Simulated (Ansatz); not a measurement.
BaS in the P-6m2 structure: from stress constants e to strain constants d (computed with Ansatz 0.2.0)

Space group P-6m2 (No. 187), 2 atoms in the cell of the first input below: a = 4.292 Å, b = 4.292 Å, c = 3.916 Å, α = 90.00°, β = 90.00°, γ = 120.00°.

The structure was started from a prototype and need not be a known phase, relaxed without spin–orbit coupling to zero pressure (pressure 0.0 GPa with this functional, without spin–orbit coupling). Functional: PBEsol.

Input:

```yaml
crystal:
  lattice:
    - [4.2917623855, 0.0, 0.0]
    - [-2.1458811927, 3.7167752528, 0.0]
    - [0.0, 0.0, 3.9162898674]
  atoms:
    - { symbol: Ba, position: [0.0, 0.0, 0.0] }
    - { symbol: S, position: [0.6666666667, 0.3333333333, 0.5] }
basis:
  ecutwfc: 420
  ecutrho_ratio: 4
kpoints:
  mp_grid: { grid: [10, 10, 8] }
hamiltonian:
  xc: pbesol
scf:
  occupations: { method: fixed }
output:
  forces: true
  stress: true
  eigenvalues: true
  polarization: {}
elastic:
  mode: relaxed_ion
  stencil: two_point
```

```bash
ansatz run input.yaml --threads 4 --pin off --max-ram 9216MiB --backend cpu --events-out ev --progress --plain --runs-dir out
```

Time: 56 s on 4 threads of Arm Neoverse V2, with other jobs on the host, peak memory 0.6 GiB.

Elastic constants with relaxed ions (GPa, engineering shears):

```csv
,xx,yy,zz,yz,xz,xy
xx,65.6,35.7,20.1,0.0,0.0,0.0
yy,35.7,65.6,20.1,0.0,0.0,0.0
zz,20.1,20.1,111.4,0.0,0.0,0.0
yz,0.0,0.0,0.0,16.6,0.0,0.0
xz,0.0,0.0,0.0,0.0,16.6,0.0
xy,0.0,0.0,0.0,0.0,0.0,14.9
```

Proper piezoelectric stress tensor e (C/m²):

```
      xx      yy     zz     yz     xz     xy
x  0.000   0.000  0.000  0.000  0.000  0.071
y  0.071  -0.071  0.000  0.000  0.000  0.000
z  0.000   0.000  0.000  0.000  0.000  0.000
```

Signs follow the polarity of the cell as typed: the inverted crystal has all signs reversed.

Which piezoelectric strain constant d is largest in size (symmetry may tie others with it)?

d = e C⁻¹ gives d(x; xy) = 4.8 pC/N.

|  | xx | yy | zz | yz | xz | xy |
| --- | --- | --- | --- | --- | --- | --- |
| x | 0.0 | 0.0 | 0.0 | 0.0 | 0.0 | 4.8 |
| y | 2.4 | -2.4 | 0.0 | 0.0 | 0.0 | 0.0 |
| z | 0.0 | 0.0 | 0.0 | 0.0 | 0.0 | 0.0 |

Caveats: no phonons were computed, so distortions that enlarge the cell are untested, and the real phase may be another, perhaps a centrosymmetric one without piezoelectricity; no spin-orbit coupling, which matters for these elements.

The piezoelectric response of this cell is purely in-plane and rests on a single independent constant. To linear order no strain polarizes the crystal along z: the horizontal mirror plane rules this out for normal strains and in-plane shear, and the threefold axis rules it out for the yz and xz shears. The threefold axis also ties the remaining entries together. The shear coefficient of 4.8 pC/N is therefore the same response as the 2.4 pC/N normal-stress coefficients, doubled by the engineering shear convention.

Its size owes much to mechanical compliance: e is only 0.071 C/m², but it acts against an in-plane shear stiffness of 14.9 GPa, the softest in the tensor. The much stiffer c axis probably reflects repulsion between like ions stacked directly above one another, and it plays no part in the piezoelectric response. The small e may hide a partial cancellation between the electronic and internal-displacement contributions, which the relaxed-ion total doesn't separate.

The elastic constants satisfy the stability conditions for homogeneous strain, but this doesn't make the structure the ground state. BaS normally crystallizes in the rocksalt structure, whose inversion centre rules out piezoelectricity, so the values describe a hypothetical polymorph rather than ordinary BaS.
